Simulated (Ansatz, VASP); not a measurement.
**Two plane-wave programs on Ga**

```
Ga
1.0
    -2.75692    3.30095    2.47080
     2.75692   -3.30095    2.47080
     2.75692    3.30095   -2.47080
Ga
4
Direct
  0.29976 0.25008 0.04968
  0.70040 0.25008 0.45032
  0.29960 0.74992 0.54968
  0.70024 0.74992 0.95032
```

Alike in both runs: functional PBE; k mesh 4 × 4 × 4; occupations gaussian, width 0.1 eV; no spin polarisation.

Ansatz relaxed the structure, and its values are those at the end. VASP's run is a single point on that final structure, the one shown.

```csv
,VASP,Ansatz
version,VASP 6.6.1,Ansatz 0.2.0
potentials or method,"VASP PAW PBE potentials, release 64 (Ga_d)","scalar-relativistic, plane waves, PAW"
plane-wave cutoff (eV),520,420
valence electrons in the cell,52,52
```

Ansatz gave:

```
gap on the k mesh at the Fermi level (eV) : none
pressure (GPa)                            : -0.3
rms of the force components (eV/Å)        : 0.019
```

Question: Which values does VASP return?

Answer: gap on the k mesh at the Fermi level (eV): none; pressure (GPa): -0.2; rms of the force components (eV/Å): 0.019.

A gap of «none» marks a metal or a gap that the smearing closes.

Caveats: the k mesh is coarse (spacing up to 0.43 Å⁻¹), so the values aren't converged.
